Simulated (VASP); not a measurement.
Output of a VASP run:

OSZICAR:
```
       N       E                     dE             d eps       ncg     rms          rms(c)
DAV:   1     0.429080578079E+02    0.42908E+02   -0.62650E+03   580   0.129E+03
DAV:   2    -0.797147123034E+01   -0.50880E+02   -0.48027E+02   682   0.228E+02
DAV:   3    -0.126578067222E+02   -0.46863E+01   -0.46710E+01  1032   0.606E+01
DAV:   4    -0.127393198781E+02   -0.81513E-01   -0.81442E-01   726   0.765E+00
DAV:   5    -0.127398280919E+02   -0.50821E-03   -0.50820E-03   854   0.581E-01    0.739E+00
DAV:   6    -0.109992840584E+02    0.17405E+01   -0.93341E+00   582   0.195E+01    0.284E+00
DAV:   7    -0.109603134728E+02    0.38971E-01   -0.19709E-01   668   0.387E+00    0.148E+00
DAV:   8    -0.109508791499E+02    0.94343E-02   -0.60611E-02   674   0.317E+00    0.340E-01
DAV:   9    -0.109499404203E+02    0.93873E-03   -0.62038E-03   758   0.757E-01    0.109E-01
DAV:  10    -0.109504494406E+02   -0.50902E-03   -0.96415E-04   628   0.272E-01    0.728E-02
DAV:  11    -0.109504019817E+02    0.47459E-04   -0.98082E-05   690   0.114E-01    0.128E-02
DAV:  12    -0.109504026281E+02   -0.64637E-06   -0.55061E-06   696   0.232E-02
   1 F= -.10950403E+02 E0= -.10950403E+02  d E =-.109504E+02
       N       E                     dE             d eps       ncg     rms          rms(c)
DAV:   1    -0.109717667871E+02   -0.21365E-01   -0.32547E-01   586   0.548E+00    0.104E+00
DAV:   2    -0.109552994827E+02    0.16467E-01   -0.11349E-01   592   0.263E+00    0.311E-01
DAV:   3    -0.109544733635E+02    0.82612E-03   -0.29455E-03   646   0.494E-01    0.183E-01
DAV:   4    -0.109542356188E+02    0.23774E-03   -0.50670E-04  1036   0.201E-01    0.185E-02
DAV:   5    -0.109542312557E+02    0.43632E-05   -0.22582E-05   636   0.517E-02    0.421E-03
DAV:   6    -0.109542315582E+02   -0.30254E-06   -0.19262E-06   508   0.159E-02
   2 F= -.10954232E+02 E0= -.10954232E+02  d E =-.382893E-02
       N       E                     dE             d eps       ncg     rms          rms(c)
DAV:   1    -0.109588991804E+02   -0.46679E-02   -0.75858E-02   590   0.265E+00    0.504E-01
DAV:   2    -0.109550492221E+02    0.38500E-02   -0.26771E-02   592   0.128E+00    0.151E-01
DAV:   3    -0.109548506332E+02    0.19859E-03   -0.71708E-04   644   0.241E-01    0.888E-02
DAV:   4    -0.109547972881E+02    0.53345E-04   -0.11889E-04  1040   0.971E-02    0.908E-03
DAV:   5    -0.109547961323E+02    0.11559E-05   -0.52911E-06   630   0.246E-02    0.206E-03
DAV:   6    -0.109547962369E+02   -0.10464E-06   -0.42414E-07   370   0.767E-03
   3 F= -.10954796E+02 E0= -.10954796E+02  d E =-.439361E-02
```

**OUTCAR**
```
------------------------ aborting loop because EDIFF is reached ----------------------------------------
  FORCE on cell =-STRESS in cart. coord.  units (eV):
  Direction    XX          YY          ZZ          XY          YZ          ZX
  --------------------------------------------------------------------------------------
  Total        0.0182484      0.0182484      0.0182484      0.0000000      0.0000000     -0.0000000
  in kB        1.1729199      1.1729199      1.1729199      0.0000000      0.0000000     -0.0000000
  external PRESSURE =       1.1729199 kB  Pullay stress =       0.0000000 kB
  volume of cell :       24.93
      direct lattice vectors                 reciprocal lattice vectors
     0.000000000  2.318529598  2.318529598    -0.215653922  0.215653922  0.215653922
     2.318529598  0.000000000  2.318529598     0.215653922 -0.215653922  0.215653922
     2.318529598  2.318529598  0.000000000     0.215653922  0.215653922 -0.215653922
 POSITION                                       TOTAL-FORCE (eV/Angst)
 -----------------------------------------------------------------------------------
      1.15926      1.15926      1.15926         0.000000      0.000000      0.000000
      3.47779      3.47779      3.47779        -0.000000     -0.000000     -0.000000
      0.00000      0.00000      0.00000        -0.000000     -0.000000      0.000000
 -----------------------------------------------------------------------------------
    total drift:                               -0.000000      0.000000      0.000000
  FREE ENERGIE OF THE ION-ELECTRON SYSTEM (eV)
  ---------------------------------------------------
  free  energy   TOTEN  =       -10.9547962369 eV

  energy  without entropy=      -10.9547962369  energy(sigma->0) =      -10.95479624

 reached required accuracy - stopping structural energy minimisation
```
(Selected blocks of OUTCAR.)

**POSCAR**
```
Li2O
1
    0.0000000000     2.2999668349     2.2999668349
    2.2999668349     0.0000000000     2.2999668349
    2.2999668349     2.2999668349     0.0000000000
Li O
2 1
Direct
  0.2500000000   0.2500000000   0.2500000000
  0.7500000000   0.7500000000   0.7500000000
  1.0000000000   0.0000000000   0.0000000000
```

Reconstruct the remaining input files.

One answer among several that fit: the input of the run itself, vdW-DF-cx, plane waves, VASP's PBE PAW potentials (set 64).

KPOINTS:
```
Automatic mesh
0
Gamma
8 8 8
0 0 0
```

INCAR:
```
SYSTEM = Li2O
PREC = Accurate; ENCUT = 520; LREAL = .False.
LASPH = .True.
EDIFF = 1E-6; NELM = 100; ALGO = Normal
ISMEAR = 0; SIGMA = 0.05
GGA = CX; LUSE_VDW = .True.; AGGAC = 0.0
IBRION = 2; NSW = 60; ISIF = 3
EDIFFG = -0.02
LWAVE = .False.; LCHARG = .False.
```

POTCAR, in this order: Li_sv O (PBE.64 set). Program: vasp_std.

Energy and stress use the plane-wave basis of the starting cell.

The compound is Li2O in the antifluorite structure. This run relaxes it. Symmetry was kept, so distortions that lower it aren't found.
